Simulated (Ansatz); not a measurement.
Runs of Ansatz 0.2.0 on Pd. The structure is cubic, space group Fm-3m (No. 225). The conventional cell has a = 3.893 Å, b = 3.893 Å, c = 3.893 Å, α = 90.00°, β = 90.00°, γ = 90.00°. Around Pd (site symmetry m-3m) lie 12 Pd at 2.75 Å. 

| task | level | cell | cutoff (eV) | gap on the mesh (eV) | pressure (GPa) | relaxed volume (Å³/atom) |
| --- | --- | --- | --- | --- | --- | --- |
| relaxation of cell and atoms | PBEsol0 | relaxed | 420 | none | 0.0 | 14.20 |
| single point | PBEsol0 | as given | 420 | none | -6.1 | - |
| single point | r2SCANh | as given | 500 | none | (b) | - |
| relaxation of cell and atoms | HF | relaxed | 420 | none | 0.0 | 19.08 |
| relaxation of cell and atoms | HSEsol | relaxed | 420 | none | 0.0 | (a) |

Alike in all rows: potentials or basis Ansatz PAW; no spin polarisation; k mesh 6 × 6 × 6; smearing fermi-dirac 0.05 eV; the mesh is coarse, so values aren't converged.

Problem. Estimate the missing entries.

Solution. (a) 14.32; (b) 0.2.

Caveats: all runs use coarse meshes; the PAW data sets come from PBE, with cores solved anew for the run's functional, which leaves a small shift of forces and pressure; the plane-wave basis is chosen anew once the cell has moved, so the energies of steps on either side of that aren't comparable (some runs); the thresholds are loose for stress (some runs); the volume moved by over 15 % at a fixed basis, so the end points are rough (some runs); the volume moved by +29 % from the deposited cell, more than functionals usually miss (some runs).

A k mesh can miss the band edges, and the runs leave out spin-orbit coupling on Pd.

A gap of «none» marks a metal or a gap under the smearing width.
